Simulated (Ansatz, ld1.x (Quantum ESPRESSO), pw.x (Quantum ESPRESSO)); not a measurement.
## Equation-of-state test of one TM potential (indium)

- Element: In (Z = 49)
- Generator: ld1.x (Quantum ESPRESSO) 7.5
- Type: norm-conserving Troullier–Martins (Kleinman–Bylander form)
- Functional: PBE
- Relativity: scalar-relativistic
- Frozen core: [Kr] 4d10
- Valence charge: 3
- Reference configuration: 5s2 5p1
- Partial waves: 5s (bound): rc 1.90 bohr; 5p (bound): rc 4.26 bohr; 5d channel at 0.3 Ry: rc 2.90 bohr
- Local potential: all-electron potential smoothed inside 2.55 bohr (lloc = -2)
- Core correction: none

Atomic tests: cutoffs needed: 18 Ry and 40 Ry (the cutoffs (Ry, on a coarse ladder) from which the occupation-weighted sum of valence levels, in a spherical-Bessel basis at the reference potential, stays within 10 and 1 mRy of its value at 400 Ry); ghost test: no extra level below or beside the all-electron valence levels (s, p, d, f tested) (spherical-Bessel basis up to 400 Ry, 20 bohr box); largest excitation error: +150 meV (all-electron minus pseudo) for 5s0 5p3, out of 7 test configurations.

Crystal test: bcc In in pw.x 7.5, no spin, 12³ k-points, Fermi–Dirac smearing 0.01 Ry, cutoffs 50/200 Ry. The reference is all-electron LAPW (Ansatz 0.2.0) with the same functional, mesh and smearing; V0 and B0 come from Birch–Murnaghan fits to the pressures at five volumes. Errors are pseudo minus all-electron; Δ is the rms difference of the E(V) curves that follow from these fits, minima aligned, over ±6 % about the mean V0. Mesh and smearing are coarse, so the numbers serve the comparison and aren't converged zero-temperature values; the lattice is a test structure that the element need not adopt.

| V (Å³/atom) | P all-electron (GPa) | P pseudo (GPa) |
| --- | --- | --- |
| 26.725 | 1.56 | 0.23 |
| 27.429 | 0.54 | -0.75 |
| 28.132 | -0.33 | -1.59 |
| 28.835 | -1.07 | -2.30 |
| 29.539 | -1.70 | -2.91 |

All-electron: a0 = 3.819 Å (V0 = 27.85 Å³/atom), B0 = 33.9 GPa.

Pseudopotential: mean pressure error (GPa): -1.27; a0 (Å): 3.774; a0 error (%): -1.18; B0 error (%): +16.3; Δ (meV/atom): 7.7. The largest radius (4.26 bohr) exceeds half the bond length (3.14 bohr), so the spheres overlap, which is one possible source of error among others. This is a poor potential for the solid.

Q: At the middle volume, how do free energy and pressure move when the wave cutoff is lowered (ecutrho kept at four times it)?

A:

```tsv
cutoff (Ry)	shift of F (meV/atom)	shift of P (GPa)
22	+33.3	-0.73
30	+11.5	+0.03
40	+5.8	-0.12
```

Input at the middle volume:

```
&control
  calculation='scf', prefix='x', pseudo_dir='./', outdir='./tmp', tstress=.true., disk_io='none'
/
&system
  ibrav=0, nat=1, ntyp=1, ecutwfc=50, ecutrho=200, nbnd=8,
  occupations='smearing', smearing='fd', degauss=0.01
/
&electrons
  conv_thr=1e-09, mixing_beta=0.4, electron_maxstep=70
/
ATOMIC_SPECIES
In 1.0 In.UPF
CELL_PARAMETERS angstrom
  -1.91593251 1.91593251 1.91593251
  1.91593251 -1.91593251 1.91593251
  1.91593251 1.91593251 -1.91593251
ATOMIC_POSITIONS crystal
In 0.0000 0.0000 0.0000
K_POINTS automatic
12 12 12 0 0 0
```

```bash
pw.x < In.scf.in > In.scf.out
```

Lines of the output:

```
Message from routine setup:
     using ibrav=0 with symmetry is DISCOURAGED, use correct ibrav instead
     lattice parameter (alat)  =       6.2710  a.u.
     unit-cell volume          =     189.8441 (a.u.)^3
     number of electrons       =         3.00
     number of Kohn-Sham states=            8
     kinetic-energy cutoff     =      50.0000  Ry
     charge density cutoff     =     200.0000  Ry
     scf convergence threshold =      1.0E-09
     Exchange-correlation= PBE
     number of k points=    72  Fermi-Dirac smearing, width (Ry)=  0.0100
     iteration #  1     ecut=    50.00 Ry     beta= 0.40
     total energy              =      -4.00988996 Ry
     estimated scf accuracy    <       0.00222548 Ry
     iteration #  2     ecut=    50.00 Ry     beta= 0.40
     total energy              =      -4.00984627 Ry
     estimated scf accuracy    <       0.00076165 Ry
     iteration #  3     ecut=    50.00 Ry     beta= 0.40
     total energy              =      -4.00985627 Ry
     estimated scf accuracy    <       0.00000038 Ry
     iteration #  4     ecut=    50.00 Ry     beta= 0.40
     total energy              =      -4.00985642 Ry
     estimated scf accuracy    <          7.8E-09 Ry
     iteration #  5     ecut=    50.00 Ry     beta= 0.40
     the Fermi energy is     4.2578 ev
!    total energy              =      -4.00985643 Ry
     estimated scf accuracy    <          1.7E-10 Ry
     smearing contrib. (-TS)   =      -0.00234738 Ry
     The total energy is F=E-TS. E is the sum of the following terms:
     one-electron contribution =       1.87848167 Ry
     hartree contribution      =       0.01759648 Ry
     xc contribution           =      -1.38041252 Ry
     ewald contribution        =      -4.52317468 Ry
     convergence has been achieved in   5 iterations
          total   stress  (Ry/bohr**3)                   (kbar)     P=      -15.91
     Message from routine punch:
     Nothing written, as per user request (disk_io='none')
```

The run at the middle volume (72 k-points, 5 iterations) took about 6.7 s on one core of a shared host (Neoverse-V1, 64 threads, 495 GiB, load 39).
